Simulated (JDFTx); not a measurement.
Crystal: Be.

```
CELL_PARAMETERS angstrom
2.28530 0.00000 0.00000
-1.14265 1.97913 0.00000
0.00000 0.00000 3.58420
ATOMIC_POSITIONS crystal
Be 0.66667 0.33333 0.75000
Be 0.33333 0.66667 0.25000
```

- Program: JDFTx 1.7.0 (patched build)
- Task: relaxation of cell and atoms
- Functional: PBE
- Dispersion: D2
- Potentials or basis: PseudoDojo-SR-PBE-0.5-standard with smoothed tails
- Cutoff: 1197 eV
- Density cutoff: 9578 eV
- k mesh: 13 × 13 × 8
- Occupations: fermi-dirac, width 0.05 eV
- Spin: no spin polarisation

At the start: pressure -5.6 GPa; volume 8.11 Å³/atom.

Where does the relaxation end?

Over 6 steps the energy falls by 6.8 meV/atom and the volume is 7.73 Å³/atom (-4.7 %); space group P6_3/mmc (No. 194, to 0.05 Å).

Step by step:
```
step  energy change (eV)  largest force (eV/Å)  pressure (GPa)  volume (Å³)
   1              0.0000                0.0000           -5.55        16.21
   2             -0.0042                0.0000           -4.67        16.08
   3             -0.0136                0.0000           -0.09        15.47
   4             -0.0136                0.0000           -0.03        15.46
   5             -0.0136                0.0000            0.00        15.45
   6             -0.0136                0.0000            0.00        15.45
```

Final structure:
```cif
data_structure
_symmetry_space_group_name_H-M 'P 1'
_symmetry_Int_Tables_number 1
_cell_length_a 2.2501
_cell_length_b 2.2501
_cell_length_c 3.5246
_cell_angle_alpha 90.000
_cell_angle_beta 90.000
_cell_angle_gamma 120.000
_cell_volume 15.45
loop_
_atom_site_label
_atom_site_type_symbol
_atom_site_fract_x
_atom_site_fract_y
_atom_site_fract_z
_atom_site_occupancy
Be1 Be 0.66667 0.33333 0.75000 1
Be2 Be 0.33333 0.66667 0.25000 1
```

Caveat: pairwise dispersion overbinds metals, which lowers pressure and volume.
